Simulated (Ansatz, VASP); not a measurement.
# One calculation of BAs, two programs

```
As B
1.0
     0.00000    2.38850    2.38850
     2.38850    0.00000    2.38850
     2.38850    2.38850    0.00000
As B
1 1
Direct
  0.75000 0.75000 0.75000
  0.00000 0.00000 0.00000
```

Alike in both runs: task single point; functional PBE; k mesh 7 × 7 × 7; occupations fermi-dirac, width 0.03 eV; no spin polarisation.

|  | VASP | Ansatz |
| --- | --- | --- |
| version | VASP 6.6.1 | Ansatz 0.2.0 |
| potentials or method | VASP PAW PBE potentials, release 64 (As, B), cutoff 520 eV | all-electron LAPW, scalar-relativistic |

VASP gave:

| Property | Result |
| --- | --- |
| gap on the k mesh at the Fermi level (eV) | 1.20 |
| least direct gap on the mesh (eV) | 3.28 |
| pressure (GPa) | 3.4 |

Task: Which values does Ansatz return?

Result: gap on the k mesh at the Fermi level (eV): 1.21; least direct gap on the mesh (eV): 3.28; pressure (GPa): 2.8.

Ansatz ran all-electron here, so the differences hold the error of VASP's frozen core and of both bases.

Caveats: an odd mesh through Γ misses points on the zone boundary, where band edges often lie. As with any semilocal functional, this PBE gap is likely too small.
